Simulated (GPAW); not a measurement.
Runs of GPAW 26.7.0 on Zr. The structure is hexagonal, space group P6_3/mmc (No. 194). Conventional cell: a = 3.232 Å, b = 3.232 Å, c = 5.147 Å, α = 90.00°, β = 90.00°, γ = 120.00°. Zr (site symmetry -6m2) has 12 Zr at 3.18 to 3.23 Å as nearest neighbours. 

```csv
task,level,potentials or basis,spin,cell,k mesh,band path,band points,eigensolver,optimizer,fmax,gap on the mesh (eV),pressure (GPa),relaxed volume (Å³/atom)
band structure,LDA,"the program's PAW data sets (release 1.2.1) made for this functional, pw",off,as given,9 × 9 × 5,"GMKGALHA,LM,KH",60,-,-,-,-,-6.5,-
relaxation of cell and atoms,BLYP,"PAW data sets generated in the run's folder for this functional, pw",off,relaxed,7 × 7 × 4,-,-,davidson,LBFGS,0.01 eV/Å,none,0.0,24.10
relaxation of cell and atoms,revPBE+D4,"the program's PAW data sets (release 1.2.1) made for this functional, pw",off,relaxed,9 × 9 × 5,-,-,-,LBFGS,0.01 eV/Å,none,0.0,(a)
relaxation of cell and atoms,BLYP+D3(BJ),"PAW data sets generated in the run's folder for this functional, pw",off,relaxed,9 × 9 × 5,-,-,davidson,LBFGS,0.05 eV/Å,none,-0.2,21.76
```

Alike in all rows: cutoff (eV) 600; smearing fermi-dirac 0.05 eV.

Problem. Estimate the missing entries.

Solution. (a) 23.23.

Caveats: later steps reuse the first step's grids (some runs); pairwise dispersion overbinds metals, which lowers pressure and volume (some runs).

A k mesh can miss the band edges, and the runs leave out spin-orbit coupling on Zr.

A gap of «none» marks a metal or a gap under the smearing width.

Runs at the PBE level aren't shown here.
